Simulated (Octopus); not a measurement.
# ZrN in Octopus: convergence with grid spacing

Crystal: ZrN.

```xyz
2
Lattice="0.0000 2.2041 2.2041 2.2041 0.0000 2.2041 2.2041 2.2041 0.0000" Properties=species:S:1:pos:R:3 pbc="T T T"
Zr    2.2041    2.2041    2.2041
N     0.0000    0.0000    0.0000
```

The cell isn't the ideal one: volume scaled by 0.88.

* Program: Octopus 16.4
* Task: convergence study
* Functional: AM05
* Potentials or basis: pseudodojo_pbe (PseudoDojo 0.5, PBE)
* k mesh: 7 × 7 × 7
* Occupations: fermi-dirac, width 0.05 eV
* Spin: no spin polarisation
* Hubbard terms: Zr d U = 6.2 eV

These are the settings of the first run; the series varies grid spacing, with any setting tied to it.

Hardware: 1 thread of Arm Neoverse V2 (shared host).

| grid spacing | energy less the tightest run, at zero smearing (meV/atom) | SCF cycles | CPU time (s) | peak memory (GiB) |
| --- | --- | --- | --- | --- |
| 0.28336 Å | 2478.19 | 10 | 8.6 | 0.1 |
| 0.23977 Å | -137.86 | 10 | 15 | 0.13 |
| 0.22264 Å | -500.34 | 10 | 20 | 0.15 |
| 0.18335 Å | -299.60 | 10 | 36 | 0.2 |
| 0.16405 Å | -171.89 | 12 | 57 | 0.25 |
| 0.14843 Å | -93.94 | 12 | 79 | 0.31 |
| 0.12988 Å | -40.41 | 11 | 120 | 0.41 |
| 0.11544 Å | 0.00 | 11 | 170 | 0.53 |

Not settled before the last step: the energy (to 1 meV/atom). The tightest run that finished is the yardstick and may itself not be fully converged.

Caveat, for the tightest run too: U acts on the potentials' truncated atomic orbitals, so values differ from other programs' at the same U, and they weren't checked against one; U without spin polarisation on a metal has little footing.
